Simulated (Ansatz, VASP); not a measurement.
# CdSe: VASP beside Ansatz

```
Cd Se
1.0
     0.00000    3.06780    3.06780
     3.06780    0.00000    3.06780
     3.06780    3.06780    0.00000
Cd Se
1 1
Direct
  0.00000 0.00000 0.00000
  0.75000 0.75000 0.75000
```

Measurements of this composition are mostly on another form, of space group No. 186.

Alike in both runs: task single point; functional PBE; k mesh 6 × 6 × 6; no spin polarisation.

```csv
,VASP,Ansatz
version,VASP 6.6.1,Ansatz 0.2.0
potentials or method,"VASP PAW PBE potentials, release 64 (Cd, Se)","plane waves, PAW"
plane-wave cutoff (eV),520,420
occupations,"gaussian, width 0.01 eV",fixed
valence electrons in the cell,18,36
```

|  | VASP | Ansatz | Ansatz less VASP |
| --- | --- | --- | --- |
| gap on the k mesh at the Fermi level (eV) | 0.55 | 0.55 | 0.000 |
| pressure (GPa) | 1.7 | 1.4 | -0.28 |

The two sets of potentials don't hold the same shells in valence.

As with any semilocal functional, this PBE gap is likely too small.
